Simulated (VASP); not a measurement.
Crystal: TlBr.

```
Tl Br
1.0
     3.98000    0.00000    0.00000
     0.00000    3.98000    0.00000
     0.00000    0.00000    3.98000
Tl Br
1 1
Cartesian
  0.0000 0.0000 0.0000
  1.9900 1.9900 1.9900
```

- Program: VASP 6.6.1
- Task: relaxation of cell and atoms
- Functional: PBE
- Potentials or basis: VASP PAW PBE potentials, release 64 (Tl_d, Br)
- Cutoff: 600 eV
- k mesh: 8 × 8 × 8
- Occupations: gaussian, width 0.02 eV
- Spin: no spin polarisation

At the start: pressure 1.2 GPa; volume 31.52 Å³/atom.

Task: How do energy, volume and symmetry change on relaxing?

Result: Over 4 steps the energy falls by 6.3 meV/atom and the volume is 33.23 Å³/atom (+5.4 %); space group Pm-3m (No. 221, to 0.05 Å).

The path:
| step | energy change (eV) | largest force (eV/Å) | pressure (GPa) | volume (Å³) |
| --- | --- | --- | --- | --- |
| 1 | 0.0000 | 0.0000 | 1.22 | 63.04 |
| 2 | -0.0110 | 0.0000 | 0.40 | 65.26 |
| 3 | -0.0125 | 0.0000 | -0.04 | 66.59 |
| 4 | -0.0125 | 0.0000 | 0.02 | 66.47 |

Final structure:
```cif
data_structure
_symmetry_space_group_name_H-M 'P 1'
_symmetry_Int_Tables_number 1
_cell_length_a 4.0508
_cell_length_b 4.0508
_cell_length_c 4.0508
_cell_angle_alpha 90.000
_cell_angle_beta 90.000
_cell_angle_gamma 90.000
_cell_volume 66.47
loop_
_atom_site_label
_atom_site_type_symbol
_atom_site_fract_x
_atom_site_fract_y
_atom_site_fract_z
_atom_site_occupancy
Tl1 Tl 0.00000 0.00000 0.00000 1
Br1 Br 0.50000 0.50000 0.50000 1
```
